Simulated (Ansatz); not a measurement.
# B: the cost of one run

Program: Ansatz 0.2.0. Level of theory: DFT PBE, scalar-relativistic, plane waves, PAW. These are calculated values, not measurements.

1 further run of the same task is left out (it didn't finish).

**1. The starting structure**

It takes space group C2/c (No. 15, monoclinic). The conventional cell has a = 5.480 Å, b = 8.962 Å, c = 4.251 Å, α = 90.00°, β = 109.79°, γ = 90.00°. B (site symmetry 1) has 5 B at 1.72 to 1.74 Å as nearest neighbours. B (site symmetry 1) has 5 B at 1.71 to 1.75 Å as nearest neighbours.

Coordinates:

```cif
data_structure
_symmetry_space_group_name_H-M 'C2/c'
_symmetry_Int_Tables_number 15
_cell_length_a 5.4797
_cell_length_b 8.9623
_cell_length_c 4.2512
_cell_angle_alpha 90.000
_cell_angle_beta 109.793
_cell_angle_gamma 90.000
_cell_volume 196.45
loop_
_atom_site_label
_atom_site_type_symbol
_atom_site_symmetry_multiplicity
_atom_site_Wyckoff_symbol
_atom_site_fract_x
_atom_site_fract_y
_atom_site_fract_z
_atom_site_occupancy
B1 B 8 f 0.66811 0.78917 0.80742 1
B2 B 8 f 0.31105 0.11736 0.82810 1
B3 B 8 f 0.37130 0.93715 0.96703 1
```

The cell is invented: 5-connected net of one element (C2/c, No. 15). Lengths come from tabulated atomic sizes and are only a guess.

**2. A first look at the guess**

Contents of input.yaml:

```yaml
crystal:
  lattice:
    - [2.73984603, -4.48117244, 0.0]
    - [2.73984603, 4.48117244, 0.0]
    - [-1.43953873, 0.0, 4.00008435]
  atoms:
    - { symbol: B, position: [0.87893788, 0.45727468, 0.80741506] }
    - { symbol: B, position: [0.54272532, 0.12106212, 0.69258494] }
    - { symbol: B, position: [0.12106212, 0.54272532, 0.19258494] }
    - { symbol: B, position: [0.45727468, 0.87893788, 0.30741506] }
    - { symbol: B, position: [0.19368666, 0.42841466, 0.82809855] }
    - { symbol: B, position: [0.57158534, 0.80631334, 0.67190145] }
    - { symbol: B, position: [0.80631334, 0.57158534, 0.17190145] }
    - { symbol: B, position: [0.42841466, 0.19368666, 0.32809855] }
    - { symbol: B, position: [0.43414534, 0.30845402, 0.96702839] }
    - { symbol: B, position: [0.69154598, 0.56585466, 0.53297161] }
    - { symbol: B, position: [0.56585466, 0.69154598, 0.03297161] }
    - { symbol: B, position: [0.30845402, 0.43414534, 0.46702839] }
basis:
  ecutwfc: 420
kpoints:
  mp_grid: { grid: [4, 4, 4] }
hamiltonian:
  xc: pbe
scf:
  occupations: { method: gaussian, width: 0.1 }
  lower_state_search: "off"
output:
  forces: true
  stress: true
  eigenvalues: true
```

Started as:

```bash
$ ansatz run input.yaml --threads 1 --pin off --max-ram 2560MiB --backend cpu --events-out ev --progress --plain --runs-dir out
```

Q: Estimate wall time and peak memory on 1 thread of Arm Neoverse V2, shared host.

About 3.7 s, with a peak of 0.33 GiB.
